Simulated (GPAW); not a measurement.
The system is GaN.

```xyz
2
Lattice="0.0000 2.2535 2.2535 2.2535 0.0000 2.2535 2.2535 2.2535 0.0000" Properties=species:S:1:pos:R:3 pbc="T T T"
Ga    0.0000    0.0000    0.0000
N     1.1268    1.1268    1.1268
```

The cell is a database's computed one.

* Program: GPAW 26.7.0
* Task: relaxation of cell and atoms
* Functional: PBEsol
* Dispersion: D3(BJ)+ATM
* Potentials or basis: PAW data sets generated in the run's folder for this functional
* Cutoff: 800 eV
* Basis: pw
* k mesh: 10 × 10 × 10
* Occupations: fermi-dirac, width 0.05 eV
* Spin: no spin polarisation

At the start: pressure 4.0 GPa; volume 11.44 Å³/atom.

Q: How do energy, volume and symmetry change on relaxing?

A: Over 3 steps the energy falls by 3.5 meV/atom and the volume is 11.66 Å³/atom (+1.8 %); space group F-43m (No. 216, to 0.05 Å).

Step by step:
| step | energy change (eV) | largest force (eV/Å) | pressure (GPa) | volume (Å³) |
| --- | --- | --- | --- | --- |
| 1 | 0.0000 | 0.0000 | 4.04 | 22.89 |
| 2 | -0.0035 | 0.0000 | 2.66 | 23.03 |
| 3 | -0.0070 | 0.0000 | 0.06 | 23.31 |

Final structure:
```
CELL_PARAMETERS angstrom
0.00000 2.26730 2.26730
2.26730 0.00000 2.26730
2.26730 2.26730 0.00000
ATOMIC_POSITIONS crystal
Ga 0.00000 0.00000 0.00000
N 0.25000 0.25000 0.25000
```

Caveat: the data sets keep Ga 3d, Li 1s and Be 1s frozen, and some such compounds lay over 1.5 % in volume off other programs; later steps reuse the first step's grids.
